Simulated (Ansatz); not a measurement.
Born–Oppenheimer molecular dynamics of a periodic cell of 12 atoms, CaF₂ (start crystal CaF2, start structure Fm-3m, volume 1 times the crystal's). It starts from a structure without forces on its atoms.

Level of theory: DFT PBEsol, scalar-relativistic, plane waves, PAW in Ansatz. Settings: PAW set soft_1, cutoff 420 eV, k mesh 2x2x2, fermi-dirac smearing 0.17 eV, no spin polarisation.

```yaml
ensemble: NVT, Langevin thermostat
time_step: 2 fs
steps_asked: 250
set_temperature: 2000 K
friction: 0.02 /fs
seed: 11664
```

Frames 4 fs apart, positions in Å.

Velocities at 220.0 fs (Å/ps):

```
Ca 5.53 -4.84 -12.39
F 4.18 15.68 -15.61
F -3.08 -15.33 -10.92
Ca -3.13 -0.09 0.32
F 3.27 3.64 -15.61
F 6.45 6.66 12.02
Ca 7.45 7.76 7.15
F 4.44 -2.61 -13.95
F 13.75 -0.27 7.14
Ca 2.21 1.97 4.92
F 3.91 -14.39 11.54
F -1.28 5.79 -1.42
```

```xyz
12
Lattice="5.5161 0.0000 0.0000 0.0000 5.5161 0.0000 0.0000 0.0000 5.5161" Properties=species:S:1:pos:R:3 time_fs=220.0 energy_less_start_eV=2.693 T=1969
Ca -0.132 -0.362 0.053
F 4.830 4.136 4.032
F 1.370 0.515 1.704
Ca 2.618 2.253 0.160
F 1.587 0.413 4.676
F 3.236 3.309 1.691
Ca 2.825 -0.352 3.150
F 0.546 3.462 0.821
F 4.200 1.527 4.293
Ca 0.059 2.334 2.694
F 4.364 0.609 1.936
F 1.993 3.096 3.808
12
Lattice="5.5161 0.0000 0.0000 0.0000 5.5161 0.0000 0.0000 0.0000 5.5161" Properties=species:S:1:pos:R:3 time_fs=224.0 energy_less_start_eV=2.692 T=1920
Ca -0.103 -0.364 0.004
F 4.831 4.177 3.957
F 1.361 0.464 1.663
Ca 2.597 2.253 0.161
F 1.614 0.435 4.617
F 3.265 3.347 1.741
Ca 2.850 -0.323 3.185
F 0.574 3.446 0.767
F 4.231 1.516 4.324
Ca 0.069 2.332 2.706
F 4.381 0.567 1.966
F 1.985 3.124 3.799
12
Lattice="5.5161 0.0000 0.0000 0.0000 5.5161 0.0000 0.0000 0.0000 5.5161" Properties=species:S:1:pos:R:3 time_fs=228.0 energy_less_start_eV=2.683 T=2578
Ca -0.082 -0.352 -0.050
F 4.814 4.185 3.855
F 1.361 0.414 1.642
Ca 2.574 2.242 0.161
F 1.654 0.486 4.562
F 3.318 3.407 1.799
Ca 2.860 -0.297 3.233
F 0.623 3.403 0.718
F 4.254 1.490 4.354
Ca 0.064 2.324 2.719
F 4.389 0.538 1.976
F 1.967 3.165 3.797
12
Lattice="5.5161 0.0000 0.0000 0.0000 5.5161 0.0000 0.0000 0.0000 5.5161" Properties=species:S:1:pos:R:3 time_fs=232.0 energy_less_start_eV=2.916 T=2083
Ca -0.066 -0.328 -0.095
F 4.773 4.171 3.748
F 1.353 0.365 1.627
Ca 2.549 2.230 0.163
F 1.692 0.565 4.523
F 3.374 3.474 1.856
Ca 2.871 -0.278 3.272
F 0.665 3.372 0.695
F 4.288 1.440 4.381
Ca 0.060 2.316 2.720
F 4.385 0.507 1.967
F 1.953 3.210 3.806
12
Lattice="5.5161 0.0000 0.0000 0.0000 5.5161 0.0000 0.0000 0.0000 5.5161" Properties=species:S:1:pos:R:3 time_fs=236.0 energy_less_start_eV=3.248 T=1778
Ca -0.046 -0.296 -0.113
F 4.723 4.160 3.663
F 1.338 0.328 1.623
Ca 2.521 2.213 0.174
F 1.701 0.663 4.494
F 3.420 3.533 1.897
Ca 2.887 -0.265 3.296
F 0.684 3.346 0.692
F 4.326 1.375 4.423
Ca 0.061 2.301 2.712
F 4.381 0.465 1.957
F 1.932 3.254 3.831
12
Lattice="5.5161 0.0000 0.0000 0.0000 5.5161 0.0000 0.0000 0.0000 5.5161" Properties=species:S:1:pos:R:3 time_fs=240.0 energy_less_start_eV=3.511 T=1149
Ca -0.029 -0.265 -0.116
F 4.689 4.152 3.612
F 1.336 0.296 1.602
Ca 2.506 2.187 0.196
F 1.686 0.755 4.485
F 3.453 3.578 1.923
Ca 2.896 -0.263 3.299
F 0.699 3.318 0.692
F 4.371 1.316 4.456
Ca 0.068 2.295 2.706
F 4.375 0.437 1.923
F 1.902 3.288 3.842
12
Lattice="5.5161 0.0000 0.0000 0.0000 5.5161 0.0000 0.0000 0.0000 5.5161" Properties=species:S:1:pos:R:3 time_fs=244.0 energy_less_start_eV=3.688 T=1440
Ca -0.021 -0.233 -0.105
F 4.663 4.130 3.595
F 1.327 0.252 1.580
Ca 2.501 2.161 0.225
F 1.649 0.854 4.507
F 3.466 3.607 1.933
Ca 2.903 -0.265 3.283
F 0.724 3.301 0.696
F 4.396 1.269 4.471
Ca 0.070 2.301 2.693
F 4.368 0.427 1.872
F 1.873 3.328 3.862
12
Lattice="5.5161 0.0000 0.0000 0.0000 5.5161 0.0000 0.0000 0.0000 5.5161" Properties=species:S:1:pos:R:3 time_fs=248.0 energy_less_start_eV=3.650 T=1530
Ca -0.015 -0.217 -0.089
F 4.649 4.094 3.599
F 1.310 0.224 1.564
Ca 2.507 2.131 0.269
F 1.602 0.941 4.523
F 3.489 3.617 1.906
Ca 2.912 -0.278 3.254
F 0.742 3.273 0.696
F 4.385 1.237 4.482
Ca 0.055 2.306 2.668
F 4.359 0.425 1.812
F 1.846 3.364 3.915
12
Lattice="5.5161 0.0000 0.0000 0.0000 5.5161 0.0000 0.0000 0.0000 5.5161" Properties=species:S:1:pos:R:3 time_fs=252.0 energy_less_start_eV=3.311 T=1654
Ca -0.013 -0.207 -0.086
F 4.655 4.063 3.640
F 1.322 0.226 1.548
Ca 2.518 2.099 0.318
F 1.541 0.997 4.535
F 3.511 3.620 1.857
Ca 2.911 -0.290 3.224
F 0.743 3.228 0.697
F 4.359 1.234 4.498
Ca 0.036 2.309 2.643
F 4.346 0.436 1.731
F 1.819 3.402 3.969
12
Lattice="5.5161 0.0000 0.0000 0.0000 5.5161 0.0000 0.0000 0.0000 5.5161" Properties=species:S:1:pos:R:3 time_fs=256.0 energy_less_start_eV=2.871 T=1835
Ca -0.020 -0.205 -0.093
F 4.657 4.046 3.699
F 1.343 0.242 1.541
Ca 2.536 2.066 0.363
F 1.478 1.026 4.521
F 3.536 3.611 1.808
Ca 2.889 -0.299 3.204
F 0.727 3.171 0.690
F 4.333 1.251 4.502
Ca 0.018 2.327 2.625
F 4.350 0.462 1.656
F 1.793 3.472 4.002
12
Lattice="5.5161 0.0000 0.0000 0.0000 5.5161 0.0000 0.0000 0.0000 5.5161" Properties=species:S:1:pos:R:3 time_fs=260.0 energy_less_start_eV=2.393 T=2289
Ca -0.008 -0.206 -0.104
F 4.658 4.051 3.756
F 1.354 0.249 1.553
Ca 2.561 2.048 0.400
F 1.404 1.056 4.453
F 3.552 3.574 1.757
Ca 2.857 -0.311 3.186
F 0.708 3.110 0.683
F 4.303 1.272 4.496
Ca 0.004 2.353 2.615
F 4.365 0.526 1.599
F 1.783 3.545 4.036
12
Lattice="5.5161 0.0000 0.0000 0.0000 5.5161 0.0000 0.0000 0.0000 5.5161" Properties=species:S:1:pos:R:3 time_fs=264.0 energy_less_start_eV=2.095 T=2409
Ca 0.022 -0.221 -0.121
F 4.639 4.074 3.797
F 1.367 0.253 1.580
Ca 2.597 2.025 0.427
F 1.317 1.084 4.370
F 3.558 3.527 1.700
Ca 2.834 -0.326 3.168
F 0.706 3.055 0.679
F 4.252 1.287 4.480
Ca 0.001 2.381 2.609
F 4.389 0.597 1.556
F 1.800 3.602 4.067
```

Of the whole run (500 fs, mean temperature of the second half 1910 K): A run of 0.5 ps of so small a system gives no equilibrium averages. Limits of this set-up: coarse k mesh, PAW files made for another functional.

The run took 13 min on 1 thread of AMD EPYC 7R43 64-Core Processor (Zen 3), with other jobs on the host, peak memory 0.57 GiB.
